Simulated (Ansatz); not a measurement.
The cell is GaN built on the NiAs prototype; cell and atoms were relaxed with r2SCAN. Space group P6_3/mmc (No. 194), hexagonal; conventional cell a = 2.967 Å, c = 5.033 Å, 9.59 Å³ an atom. Around Ga lie 6 N at 2.13 Å and 2 Ga at 2.52 Å; around N lie 6 Ga at 2.13 Å.

The questions ask for values computed with the plane-wave code Ansatz on this geometry. (Calculated; spin-unpolarised; the phase may be known or hypothetical.)

Given (12×12×6 mesh): PBE gives an indirect gap of 1.33 eV, from Γ–M (0.30 of the way from Γ) to K; the least direct gap is 1.77 eV at Γ.

(1) How does the gap change from PBE to r2SCAN (12×12×6)?

(2) Estimate the gap with DDH-PBE0 on 6×6×4.

(3) What does G0W0@PBE with 284 empty bands, a screening cutoff of 220 eV and a 6×6×4 mesh give?

Results:

(1) With r2SCAN the valence top lies at Γ–M (0.30 of the way from Γ) and the conduction bottom at K, 1.90 eV higher; the smallest vertical gap, at Γ, is 2.26 eV. The gap differs by +0.57 eV from PBE's.

(2) With DDH-PBE0 the valence top lies at Γ–M (0.30 of the way from Γ) and the conduction bottom at K, 2.24 eV higher; the smallest vertical gap, at Γ, is 2.65 eV. The share of exact exchange is 0.115. The gap differs by +0.91 eV from PBE's.

(3) 2.03 eV (the shift on the mesh added to PBE's least gap). The quasiparticle gap on this mesh is 2.02 eV (Γ–M (0.33 of the way from Γ) to K), against 1.33 eV from PBE: +0.69 eV. Renormalisation factors Z lie between 0.74 and 0.82. G0W0 here is at a finite number of bands, screening cutoff and k mesh, not at the basis limit.

Where an edge lies off the special points, it is a point of the mesh or the k point where a search put PBE's edge or least direct gap, reused for the other functionals, whose own edges may lie a little apart; PBE's own value is read along its path and can be a few hundredths of an eV high.

The meshes of the hybrids are coarse, so their gaps aren't converged to the digits shown.

With a shallow d shell on the cation, G0W0 converges slowly in bands and cutoff, so these values are in doubt.
